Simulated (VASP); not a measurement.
# Settings for InP: relaxation of the cell

InP, F-43m (no. 216), 2 atoms in the cell. RevPBE; PAW potentials In_d, P (PBE set). VASP 6.6.1. The cell is changed on purpose: volume scaled by 1.06.

Wanted: cell volume within 0.2 %; lattice lengths within 0.1 %; shortest distances from each atom, periodic images included within 0.005 Å.

What the run is for: cell; Accuracy asked: standard.

The series start from Plane-wave cutoff (eV): 380; k-point mesh: 5 × 5 × 5; Relaxation passes: 2; Ionic threshold (EDIFFG): -0.005; Electronic threshold (eV): 1e-6; Precision mode (PREC): Accurate; Relaxation algorithm: IBRION=2 POTIM=0.5. Each series keeps the choices made before it, and each single choice may use up half of a tolerance. Times cover all steps of a run.

## Plane-wave cutoff (eV)

| Plane-wave cutoff (eV) | Cell volume (Å³) | Lattice lengths, largest deviation against the largest value | Shortest distances from each atom, periodic images included, largest deviation (Å) | Time (s) |
|---|---|---|---|---|
| 260 | 53.83 | 0.12 % | 0.0031 | 12 |
| 290 | 53.75 | 0.17 % | 0.0043 | 12 |
| 330 | 53.68 | 0.21 % | 0.0054 | 16 |
| 380 | 53.88 | 0.085 % | 0.0022 | 17 |
| 450 | 54.01 | 0.0047 % | 0.0001 | 20 |
| 540 | 53.98 | 0.024 % | 0.0006 | 21 |
| 680 (reference) | 54.02 | 0 % | 0.0000 | 33 |

## k-point mesh

| k-point mesh | Cell volume (Å³) | Lattice lengths, largest deviation against the largest value | Shortest distances from each atom, periodic images included, largest deviation (Å) | Time (s) |
|---|---|---|---|---|
| 3 × 3 × 3 | 54.65 | 0.4 % | 0.0103 | 13 |
| 4 × 4 × 4 | 54.13 | 0.079 % | 0.0021 | 18 |
| 5 × 5 × 5 | 54.01 | 0.0054 % | 0.0001 | 20 |
| 7 × 7 × 7 | 54 | 0.0038 % | 0.0001 | 31 |
| 8 × 8 × 8 (reference) | 54 | 0 % | 0.0000 | 40 |

## Relaxation passes

| Relaxation passes | Cell volume (Å³) | Lattice lengths, largest deviation against the largest value | Shortest distances from each atom, periodic images included, largest deviation (Å) | Time (s) |
|---|---|---|---|---|
| 1 | 54.01 | 0 % | 0.0000 | 15 |
| 2 | 54.01 | 0 % | 0.0000 | 20 |
| 3 (reference) | 54.01 | 0 % | 0.0000 | 26 |

## Ionic threshold (EDIFFG)

| Ionic threshold (EDIFFG) | Cell volume (Å³) | Lattice lengths, largest deviation against the largest value | Shortest distances from each atom, periodic images included, largest deviation (Å) | Time (s) |
|---|---|---|---|---|
| -0.05 | 54.28 | 0.17 % | 0.0043 | 13 |
| -0.02 | 54.01 | 0 % | 0.0000 | 16 |
| -0.01 | 54.01 | 0 % | 0.0000 | 16 |
| -0.005 | 54.01 | 0 % | 0.0000 | 15 |
| -0.002 (reference) | 54.01 | 0 % | 0.0000 | 19 |

## Electronic threshold (eV)

| Electronic threshold (eV) | Cell volume (Å³) | Lattice lengths, largest deviation against the largest value | Shortest distances from each atom, periodic images included, largest deviation (Å) | Time (s) |
|---|---|---|---|---|
| 0.0001 | 54.01 | 0.0026 % | 0.0001 | 12 |
| 1e-5 | 54.02 | 0.0047 % | 0.0001 | 14 |
| 1e-6 | 54.01 | 0.00024 % | 0.0000 | 16 |
| 1e-7 (reference) | 54.01 | 0 % | 0.0000 | 18 |

## Precision mode (PREC)

| Precision mode (PREC) | Cell volume (Å³) | Lattice lengths, largest deviation against the largest value | Shortest distances from each atom, periodic images included, largest deviation (Å) | Time (s) |
|---|---|---|---|---|
| Normal | 54 | 0.0026 % | 0.0001 | 8.1 |
| Accurate (reference) | 54.01 | 0 % | 0.0000 | 12 |

## Relaxation algorithm

| Relaxation algorithm | Cell volume (Å³) | Lattice lengths, largest deviation against the largest value | Shortest distances from each atom, periodic images included, largest deviation (Å) | Time (s) |
|---|---|---|---|---|
| IBRION=2 POTIM=0.5 | 54 | 0 % | 0.0000 | 8.1 |
| IBRION=2 POTIM=0.2 | 53.97 | 0.022 % | 0.0006 | 7.9 |
| IBRION=1 POTIM=0.5 | 53.94 | 0.037 % | 0.0010 | 9.0 |
| IBRION=1 POTIM=0.2 | 53.97 | 0.022 % | 0.0006 | 7.8 |

## Question

The rows run from the loosest to the tightest (no order: relaxation algorithm). For each series: choose the loosest value from which every tighter one stays within half of the tolerance; where there is no order, keep the first row unless others stay within half of the tolerance and take at least 30 % less time, and then take the fastest.

## Answer

- Plane-wave cutoff (eV): 450
- k-point mesh: 5 × 5 × 5
- Relaxation passes: 1
- Ionic threshold (EDIFFG): -0.02
- Electronic threshold (eV): 0.0001
- Precision mode (PREC): Normal
- Relaxation algorithm: IBRION=2 POTIM=0.5

## All choices together

| Input | Cell volume (Å³) | Lattice lengths, largest deviation against the largest value | Shortest distances from each atom, periodic images included, largest deviation (Å) | Time (s) |
|---|---|---|---|---|
| the program's defaults (naive) | 53.88 | 0.084 % | 0.0022 | 4.2 |
| chosen settings | 54 | 0.0047 % | 0.0001 | 8.1 |
| reference settings throughout | 54.01 | 0 % | 0.0000 | 103 |

The tolerance is met.

Values of the reference run: Lattice lengths: 4.243, 4.243, 4.243 Å; Shortest distances from each atom, periodic images included: 2.598, 2.598, 2.598, 2.598, 2.598, 2.598, 2.598, 2.598 Å.

## The input

INCAR.step1:
```
SYSTEM = InP
ALGO = Normal ; EDIFF = 1E-4
EDIFFG = -0.02 ; EFERMI = MIDGAP
ENCUT = 450 ; GGA = RE
GGA_COMPAT = .False. ; IBRION = 2
ISIF = 3 ; ISMEAR = 0
LASPH = .True. ; LCHARG = .False.
LREAL = .False. ; LWAVE = .False.
NELM = 120 ; NELMIN = 4
NSW = 80 ; POTIM = 0.5
PREC = Normal ; SIGMA = 0.03
```

INCAR.step2, as INCAR.step1 but for:
```
- EDIFFG = -0.02
- IBRION = 2
- ISIF = 3
- NELMIN = 4
- NSW = 80
- POTIM = 0.5
+ ISIF = 2
```

KPOINTS:
```
Automatic mesh
0
Gamma
  5 5 5
  0 0 0
```

POSCAR.step1:
```
InP
1.0
    0.0000000000      2.9879753761      2.9879753761
    2.9879753761      0.0000000000      2.9879753761
    2.9879753761      2.9879753761      0.0000000000
In P
1 1
Direct
    0.0000000000      0.0000000000      0.0000000000
    0.7500000000      0.7500000000      0.7500000000
```

Commands (each step's output is kept before the next begins):
```
cat potpaw_PBE.64/In_d/POTCAR potpaw_PBE.64/P/POTCAR > POTCAR
cp INCAR.step1 INCAR
cp POSCAR.step1 POSCAR
mpirun -np 1 vasp_std > vasp.out
cp CONTCAR POSCAR
cp INCAR.step2 INCAR
mpirun -np 1 vasp_std > vasp.out
```

The chosen input took VASP 6.6.1 8.1 s on 1 core (AMD EPYC 9R45 (Zen 5)), a shared host.
